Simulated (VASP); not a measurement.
# Mg (P6_3/mmc) in VASP: further runs

One crystal, Mg, is run at these levels: LDA; tasks: single point.

Everything below comes from runs of VASP 6.6.1. Logs are shortened: lines on timing, memory, paths and dates and some standing lists are left out, and cuts for length are marked.

## (1) The cell of the first run

The structure is hexagonal, space group P6_3/mmc (No. 194). The conventional cell has a = 3.209 Å, b = 3.209 Å, c = 5.627 Å, α = 90.00°, β = 90.00°, γ = 120.00°. Mg (site symmetry -6m2) has 12 Mg at 3.21 to 3.37 Å as nearest neighbours.

## (2) Single point, LDA (strain +0.000 along x and y, +0.080 along z, atoms carried along)

The input, INCAR:

```
SYSTEM = Mg
PREC = Accurate ; ENCUT = 520
EDIFF = 1E-7 ; ISMEAR = 0
SIGMA = 0.15 ; LREAL = .False.
LASPH = .True. ; NELM = 100
ALGO = Normal ; ISIF = 2
LWAVE = .False. ; LCHARG = .False.
NBANDS = 9
```

The input, KPOINTS:

```
regular mesh
0
Gamma
  18 18 10
  0 0 0
```

The input, POSCAR:

```
Mg
1.0
    3.2092715325      0.0000000000      0.0000000000
   -1.6046357662      2.7793106748      0.0000000000
    0.0000000000      0.0000000000      5.6271564000
Mg
2
Direct
    0.3333333333      0.6666666667      0.2500000000
    0.6666666667      0.3333333333      0.7500000000
```

Potentials or basis: VASP PAW LDA potentials, release 64 (Mg).

The run is started by

```
> cat potpaw_LDA.64/Mg/POTCAR > POTCAR
> mpirun -np 1 vasp_std > vasp.out
```

OUTCAR:

```text
SYSTEM = Mg
   PREC = Accurate
   ENCUT = 520
   EDIFF = 1E-7
   ISMEAR = 0
   LREAL = .False.
   LASPH = .True.
   NELM = 100
   ISIF = 2

 ion  position               nearest neighbor table
   1  0.333  0.667  0.250-   2 3.37   2 3.37   2 3.37   2 3.37   2 3.37   2 3.37
   2  0.667  0.333  0.750-   1 3.37   1 3.37   1 3.37   1 3.37   1 3.37   1 3.37

  LATTYP: Found a hexagonal cell.
 ALAT       =     3.2092715325
 C/A-ratio  =     1.7534061369

  Lattice vectors:

 A1 = (   3.2092715325,   0.0000000000,   0.0000000000)
 A2 = (  -1.6046357662,   2.7793106748,   0.0000000000)
 A3 = (   0.0000000000,   0.0000000000,   5.6271564000)

Analysis of symmetry for initial positions (statically):
=====================================================================
 Subroutine PRICEL returns:
 Original cell was already a primitive cell.

 Routine SETGRP: Setting up the symmetry group for a
 hexagonal supercell.

 Subroutine GETGRP returns: Found 24 space group operations
 (whereof 12 operations were pure point group operations)
 out of a pool of 24 trial point group operations.

The static configuration has the point symmetry D_3d.
 The point group associated with its full space group is D_6h.

Analysis of symmetry for dynamics (positions and initial velocities):
=====================================================================
 Subroutine PRICEL returns:
 Original cell was already a primitive cell.

 Routine SETGRP: Setting up the symmetry group for a
 hexagonal supercell.

 Subroutine GETGRP returns: Found 24 space group operations
 (whereof 12 operations were pure point group operations)
 out of a pool of 24 trial point group operations.

The dynamic configuration has the point symmetry D_3d.
 The point group associated with its full space group is D_6h.

 Subroutine INISYM returns: Found 24 space group operations
 (whereof 12 operations are pure point group operations),
 and found     1 'primitive' translations

----------------------------------------------------------------------------------------

                                     Primitive cell

  volume of cell :      50.1918

  direct lattice vectors                    reciprocal lattice vectors
     3.209271532  0.000000000  0.000000000     0.311597193  0.179900723  0.000000000
    -1.604635766  2.779310675  0.000000000     0.000000000  0.359801446  0.000000000
     0.000000000  0.000000000  5.627156400     0.000000000  0.000000000  0.177709651

  length of vectors
     3.209271532  3.209271532  5.627156400     0.359801446  0.359801446  0.177709651
[... 89 lines left out ...]
   POTIM  = 0.5000    time-step for ionic-motion
   TEBEG  =    0.0;   TEEND  =   0.0 temperature during run
   PSTRESS=    0.0 pullay stress
   NELECT =       4.0000    total number of electrons
   NUPDOWN=      -1.0000    fix difference up-down
   EMIN   =  10.00;   EMAX   =-10.00  energy-range for DOS
   EFERMI =   0.00;   METHOD = LEGACY
   ISMEAR =     0;   SIGMA  =   0.15  broadening in eV -4-tet -1-fermi 0-gaus
   EFERMI_NEDOS =   21; number of points for ismear=-14 and -15
   IALGO  =     38    algorithm
   IMIX   =      4    mixing-type and parameters
     AMIX     =   0.40;   BMIX     =  1.00
     AMIX_MAG =   1.60;   BMIX_MAG =  1.00
  volume/ion in A,a.u.               =      25.10       169.36
  Fermi-wavevector in a.u.,A,eV,Ry     =   0.704505  1.331321  6.752940  0.496327
  Thomas-Fermi vector in A             =   1.789764
   LORBIT       =      0    0 simple, 1 ext, 2 COOP (PROOUT), +10 PAW based schemes
   GGA     = CA    functional components
   LHFCALC =     F    Hartree Fock is set to
   AEXX    =    0.0000 exact exchange contribution
   IVDW    =     0    specifies the selected vdW correction
   LEPSILON=     F    determine dielectric tensor
   LRPA    =     F    only Hartree local field effects (RPA)
 non-spin polarized calculation
 Gauss-broadening in eV      SIGMA  =   0.15
  energy-cutoff  :      520.00
  volume of cell :       50.19
 maximum number of plane-waves:      1398
 NGX is ok and might be reduce to    24
   NGX = 11   NGY = 11   NGZ = 21

 number of electron       4.0000000 magnetization

 Free energy of the ion-electron system (eV)
  ---------------------------------------------------
  ext. energy  EPLUGINS =         0.00000000
  ---------------------------------------------------
  free energy    TOTEN  =        -3.48662181 eV

  energy without entropy =       -3.47450354  energy(sigma->0) =       -3.48056267

 E-fermi :   2.0273     XC(G=0):  -8.3943

 val. band max:        2.0237060856   @ k =   0.2778   0.1667   0.1000
 cond. band min:       2.0294822255   @ k =   0.4444   0.0556   0.5000
 fundamental gap:      0.0057761399
 Fermi energy:         2.0272542137

 k-point     1 :       0.0000    0.0000    0.0000
  band No.  band energies     occupation
      1      -4.5213      2.00000
      2       0.0637      2.00000
      3       0.2032      2.00000
      4      12.4841      0.00000
      5      13.1930      0.00000
      6      13.1930      0.00000
      7      13.2428      0.00000
      8      13.2428      0.00000
      9      13.4572      0.00000
[... 265 lines left out ...]
 k-point    24 :       0.3889    0.1111    0.0000
  band No.  band energies     occupation
      1      -0.5687      2.00000
      2       1.4643      2.00000
      3       3.9304      0.00000
      4       3.9920      0.00000
      5       5.7642      0.00000
      6       5.9944      0.00000
      7       7.1616      0.00000
      8      11.0631      0.00000
      9      11.0763      0.00000

 [... further k-points ...]

------------------------ aborting loop because EDIFF is reached ----------------------------------------

  FORCE on cell =-STRESS in cart. coord.  units (eV):
  Direction    XX          YY          ZZ          XY          YZ          ZX
  --------------------------------------------------------------------------------------
  -------------------------------------------------------------------------------------
  Total       -1.1541082     -1.1541082     -1.8428431     -0.0000000      0.0000000      0.0000000
  in kB      -36.8404205    -36.8404205    -58.8256050     -0.0000000      0.0000000      0.0000000
  external PRESSURE =     -44.1688153 kB  Pullay stress =       0.0000000 kB

 VOLUME and BASIS-vectors are now :
 -----------------------------------------------------------------------------
  energy-cutoff  :      520.00
  volume of cell :       50.19
      direct lattice vectors                 reciprocal lattice vectors
     3.209271532  0.000000000  0.000000000     0.311597193  0.179900723  0.000000000
    -1.604635766  2.779310675  0.000000000     0.000000000  0.359801446  0.000000000
     0.000000000  0.000000000  5.627156400     0.000000000  0.000000000  0.177709651

 POSITION                                       TOTAL-FORCE (eV/Angst)
 -----------------------------------------------------------------------------------
     -0.00000      1.85287      1.40679        -0.000000      0.000000      0.000000
      1.60464      0.92644      4.22037         0.000000     -0.000000      0.000000
 -----------------------------------------------------------------------------------
    total drift:                               -0.000000      0.000000     -0.000000

  FREE ENERGIE OF THE ION-ELECTRON SYSTEM (eV)
  ---------------------------------------------------
  free  energy   TOTEN  =        -3.4866218100 eV

  energy  without entropy=       -3.4745035367  energy(sigma->0) =       -3.48056267
```

OSZICAR:

```text
N       E                     dE             d eps       ncg     rms          rms(c)
DAV:   1    -0.850472554023E+00   -0.85047E+00   -0.13075E+03  3996   0.315E+02
DAV:   2    -0.346637039543E+01   -0.26159E+01   -0.25287E+01  5359   0.268E+01
DAV:   3    -0.350724132805E+01   -0.40871E-01   -0.38901E-01  5218   0.264E+00
DAV:   4    -0.350737033511E+01   -0.12901E-03   -0.12897E-03  5071   0.141E-01
DAV:   5    -0.350737071852E+01   -0.38341E-06   -0.38341E-06  5049   0.786E-03    0.950E-01
DAV:   6    -0.349591135638E+01    0.11459E-01   -0.11330E-03  4516   0.174E-01    0.604E-01
DAV:   7    -0.348663340941E+01    0.92779E-02   -0.38161E-03  4231   0.317E-01    0.325E-02
DAV:   8    -0.348662301871E+01    0.10391E-04   -0.23776E-05  5660   0.248E-02    0.652E-03
DAV:   9    -0.348662180567E+01    0.12130E-05   -0.52303E-07  4536   0.313E-03    0.592E-04
DAV:  10    -0.348662181002E+01   -0.43473E-08   -0.36810E-09  3220   0.358E-04
   1 F= -.34866218E+01 E0= -.34805627E+01  d E =-.121183E-01
```

Run time: 43 s. Hardware: 1 thread of Intel Xeon Platinum 8259CL at 2.50GHz (Skylake/Cascade Lake), shared host; peak memory 0.21 GiB.

What came out:

```
Free energy            : -3.4866 eV
Pressure               : -4.4 GPa
Band gap on the k mesh : none (metal or under the smearing width)
```

Stress tensor (GPa, compression positive):
```
-3.68  0.00  0.00
 0.00 -3.68  0.00
 0.00  0.00 -5.88
```

Levels at points of the mesh, in eV from the Fermi level:
```
           k point  band 1  band 2  band 3  band 4  band 5  band 6
(0.00, 0.00, 0.00)   -6.55   -1.96   -1.82   10.46   11.17   11.17
(0.50, 0.00, 0.00)   -1.80   -1.79    2.50    2.50    2.93    3.04
(0.00, 0.00, 0.50)   -5.37   -5.37    3.69    3.69   11.82   11.82
(0.50, 0.00, 0.50)   -0.90   -0.90   -0.37   -0.37    7.61    7.61
```

## (3) Single point, LDA (strain +0.080 along x and y, -0.080 along z, atoms carried along)

The input, INCAR:

```
  PREC = Accurate
  ENCUT = 520
  EDIFF = 1E-7
  ISMEAR = 0
  SIGMA = 0.15
  LREAL = False
  LASPH = True
  NELM = 100
  ALGO = Normal
  ISIF = 2
  LWAVE = False
  LCHARG = True
  GGA = CA
  LELF = True
  LVHAR = True
  NBANDS = 9
```

The input, KPOINTS:

```
Automatic mesh
0
Gamma
  18 18 10
```

The input, POSCAR:

```
Mg
1.0
    3.4660132551      0.0000000000      0.0000000000
   -1.7330066275      3.0016555288      0.0000000000
    0.0000000000      0.0000000000      4.7935036000
Mg
2
Direct
    0.3333333333      0.6666666667      0.2500000000
    0.6666666667      0.3333333333      0.7500000000
```

Potentials or basis: VASP PAW LDA potentials, release 64 (Mg).

The run is started by

```
> cat potpaw_LDA.64/Mg/POTCAR > POTCAR
> mpirun -np 1 vasp_std > vasp.out
```

It took 63 s on 1 thread of Intel Xeon Platinum 8259CL at 2.50GHz (Skylake/Cascade Lake), shared host; peak memory 0.22 GiB.

The run converged. Its results:

| Quantity | Value |
| --- | --- |
| Free energy | -3.4326 eV |
| Pressure | -3.8 GPa |
| Band gap on the k mesh | none (metal or under the smearing width) |

Stress tensor (GPa, compression positive):
```
-5.41  0.00  0.00
 0.00 -5.41  0.00
 0.00  0.00 -0.44
```

Levels at points of the mesh, in eV from the Fermi level:
```tsv
k point	band 1	band 2	band 3	band 4	band 5
(0.00, 0.00, 0.00)	-6.58	-0.61	0.23	8.38	8.38
(0.50, 0.00, 0.00)	-2.63	-2.34	2.88	3.50	4.12
(0.00, 0.00, 0.50)	-4.95	-4.95	7.29	7.29	9.65
(0.50, 0.00, 0.50)	-1.16	-1.16	-0.65	-0.65	6.39
```

## (4) Single point, LDA (strain -0.080 along x and y, +0.080 along z, atoms carried along)

The input, INCAR:

```
ALGO = Normal ; EDIFF = 1E-6
ENCUT = 520 ; ISIF = 2
ISMEAR = 0 ; LASPH = True
LCHARG = True ; LELF = True
LREAL = False ; LVHAR = True
LWAVE = False ; NBANDS = 9
NELM = 100 ; PREC = Accurate
SIGMA = 0.15
```

The input, KPOINTS:

```
k-points
0
Gamma
  18 18 10
```

The input, POSCAR:

```
Mg
1.0
    2.9525298099      0.0000000000      0.0000000000
   -1.4762649049      2.5569658208      0.0000000000
    0.0000000000      0.0000000000      5.6271564000
Mg
2
Direct
    0.3333333333      0.6666666667      0.2500000000
    0.6666666667      0.3333333333      0.7500000000
```

The run is started by

```
> cat potpaw_LDA.64/Mg/POTCAR > POTCAR
> mpirun -np 1 vasp_std > vasp.out
```

It took 42 s on 1 thread of Intel Xeon Platinum 8259CL at 2.50GHz (Skylake/Cascade Lake), shared host; peak memory 0.2 GiB.

It converged, with:

* Free energy: -3.5000 eV
* Pressure: 1.9 GPa
* Band gap on the k mesh: none (metal or under the smearing width)

Stress tensor (GPa, compression positive):
```
 4.69  0.00  0.00
 0.00  4.69  0.00
 0.00  0.00 -3.79
```

Levels at points of the mesh, in eV from the Fermi level:
| k point | band 1 | band 2 | band 3 | band 4 | band 5 | band 6 |
| --- | --- | --- | --- | --- | --- | --- |
| (0.00, 0.00, 0.00) | -7.22 | -2.70 | -2.46 | 9.90 | 10.78 | 13.16 |
| (0.50, 0.00, 0.00) | -1.79 | -1.56 | 2.49 | 2.76 | 2.95 | 3.24 |
| (0.00, 0.00, 0.50) | -6.04 | -6.04 | 2.97 | 2.97 | 13.71 | 13.71 |
| (0.50, 0.00, 0.50) | -0.92 | -0.92 | -0.06 | -0.06 | 7.74 | 7.74 |

## (5) Single point, LDA (strain -0.080 along x and y, -0.080 along z, atoms carried along)

The input, INCAR:

```
SYSTEM = Mg
PREC = Accurate ; ENCUT = 520
EDIFF = 1E-6 ; ISMEAR = 0
SIGMA = 0.15 ; LREAL = .False.
LASPH = .True. ; NELM = 100
ALGO = Fast ; ISIF = 2
LWAVE = .False. ; LCHARG = .False.
NBANDS = 9
```

The input, KPOINTS:

```
Automatic mesh
0
Gamma
  18 18 10
  0 0 0
```

POSCAR: that of step 4 with these lines changed.

```diff
@@ -4,3 +4,3 @@
    -1.4762649049      2.5569658208      0.0000000000
-    0.0000000000      0.0000000000      5.6271564000
+    0.0000000000      0.0000000000      4.7935036000
 Mg
```

Potentials or basis: VASP PAW LDA potentials, release 64 (Mg).

The run is started by

```
> cat potpaw_LDA.64/Mg/POTCAR > POTCAR
> mpirun -np 1 vasp_std > vasp.out
```

OUTCAR:

```text
SYSTEM = Mg
   PREC = Accurate
   ENCUT = 520
   EDIFF = 1E-6
   ISMEAR = 0
   LREAL = .False.
   LASPH = .True.
   NELM = 100
   ISIF = 2

 ion  position               nearest neighbor table
   1  0.333  0.667  0.250-   2 2.94   2 2.94   2 2.94   2 2.94   2 2.94   2 2.94
   2  0.667  0.333  0.750-   1 2.94   1 2.94   1 2.94   1 2.94   1 2.94   1 2.94

  LATTYP: Found a hexagonal cell.
 ALAT       =     2.9525298099
 C/A-ratio  =     1.6235242008

  Lattice vectors:

 A1 = (   2.9525298099,   0.0000000000,   0.0000000000)
 A2 = (  -1.4762649049,   2.5569658208,   0.0000000000)
 A3 = (   0.0000000000,   0.0000000000,   4.7935036000)

Analysis of symmetry for initial positions (statically):
=====================================================================
 Subroutine PRICEL returns:
 Original cell was already a primitive cell.

 Routine SETGRP: Setting up the symmetry group for a
 hexagonal supercell.

 Subroutine GETGRP returns: Found 24 space group operations
 (whereof 12 operations were pure point group operations)
 out of a pool of 24 trial point group operations.

The static configuration has the point symmetry D_3d.
 The point group associated with its full space group is D_6h.

[... 173 lines left out ...]
      1      -4.1727      2.00000
      2       1.7795      2.00000
      3       2.5680      2.00000
      4      16.1529      0.00000
      5      16.1529      0.00000
      6      16.7278      0.00000
      7      16.7278      0.00000
      8      17.0816      0.00000
      9      19.5511      0.00000
[... 265 lines left out ...]
 k-point    24 :       0.3889    0.1111    0.0000
  band No.  band energies     occupation
      1       0.4487      2.00000
      2       2.7905      2.00000
      3       6.0207      0.00000
      4       6.9358      0.00000
      5       8.3261      0.00000
      6       8.4001      0.00000
      7      11.0141      0.00000
      8      14.0919      0.00000
      9      15.9137      0.00000

 [... further k-points ...]

------------------------ aborting loop because EDIFF is reached ----------------------------------------

  FORCE on cell =-STRESS in cart. coord.  units (eV):
  Direction    XX          YY          ZZ          XY          YZ          ZX
  --------------------------------------------------------------------------------------
  -------------------------------------------------------------------------------------
  Total        2.2389530      2.2389530      2.1359355      0.0000000      0.0000000      0.0000000
  in kB       99.1250206     99.1250206     94.5641326      0.0000000      0.0000000      0.0000000
  external PRESSURE =      97.6047246 kB  Pullay stress =       0.0000000 kB

 VOLUME and BASIS-vectors are now :
 -----------------------------------------------------------------------------
  energy-cutoff  :      520.00
  volume of cell :       36.19
      direct lattice vectors                 reciprocal lattice vectors
     2.952529810  0.000000000  0.000000000     0.338692601  0.195544264  0.000000000
    -1.476264905  2.556965821  0.000000000     0.000000000  0.391088528  0.000000000
     0.000000000  0.000000000  4.793503600     0.000000000  0.000000000  0.208615677

 POSITION                                       TOTAL-FORCE (eV/Angst)
 -----------------------------------------------------------------------------------
     -0.00000      1.70464      1.19838         0.000000     -0.000000      0.000000
      1.47626      0.85232      3.59513        -0.000000      0.000000      0.000000
 -----------------------------------------------------------------------------------
    total drift:                                0.000000     -0.000000      0.000000

  FREE ENERGIE OF THE ION-ELECTRON SYSTEM (eV)
  ---------------------------------------------------
  free  energy   TOTEN  =        -3.4483618586 eV

  energy  without entropy=       -3.4408516294  energy(sigma->0) =       -3.44460674
```

OSZICAR:

```text
N       E                     dE             d eps       ncg     rms          rms(c)
DAV:   1    -0.372547063817E+00   -0.37255E+00   -0.14633E+03  3996   0.330E+02
DAV:   2    -0.344010323150E+01   -0.30676E+01   -0.29751E+01  5422   0.306E+01
DAV:   3    -0.347597051054E+01   -0.35867E-01   -0.35735E-01  5110   0.275E+00
DAV:   4    -0.347607439139E+01   -0.10388E-03   -0.10388E-03  5213   0.144E-01
DAV:   5    -0.347607474272E+01   -0.35133E-06   -0.35138E-06  4878   0.774E-03    0.932E-01
RMM:   6    -0.345989752317E+01    0.16177E-01   -0.15795E-04  4082   0.821E-02    0.592E-01
RMM:   7    -0.344839535079E+01    0.11502E-01   -0.64014E-04  4184   0.165E-01    0.266E-02
RMM:   8    -0.344836324725E+01    0.32104E-04   -0.56381E-05  4367   0.445E-02    0.621E-03
RMM:   9    -0.344836182021E+01    0.14270E-05   -0.45160E-06  4535   0.134E-02    0.514E-04
RMM:  10    -0.344836185859E+01   -0.38379E-07   -0.72170E-07  4033   0.524E-03
   1 F= -.34483619E+01 E0= -.34446067E+01  d E =-.751023E-02
```

Wall time 34 s (1 thread of Intel Xeon Platinum 8259CL at 2.50GHz (Skylake/Cascade Lake), shared host); peak memory 0.19 GiB.

Results:

- Free energy: -3.4484 eV
- Pressure: 9.8 GPa
- Band gap on the k mesh: none (metal or under the smearing width)

## (6) Summary

| cell | gap on the mesh (eV) | pressure (GPa) |
| --- | --- | --- |
| strain +0.000 along x and y, +0.080 along z, atoms carried along | none | -4.4 |
| strain +0.080 along x and y, -0.080 along z, atoms carried along | none | -3.8 |
| strain -0.080 along x and y, +0.080 along z, atoms carried along | none | 1.9 |
| strain -0.080 along x and y, -0.080 along z, atoms carried along | none | 9.8 |

Alike in all rows: task single point; level LDA; potentials or basis VASP PAW LDA potentials, release 64 (Mg); no spin polarisation; k mesh 18 × 18 × 10; cutoff (eV) 520; smearing gaussian 0.15 eV.

Absolute energies hang on the potentials; compare differences alone.
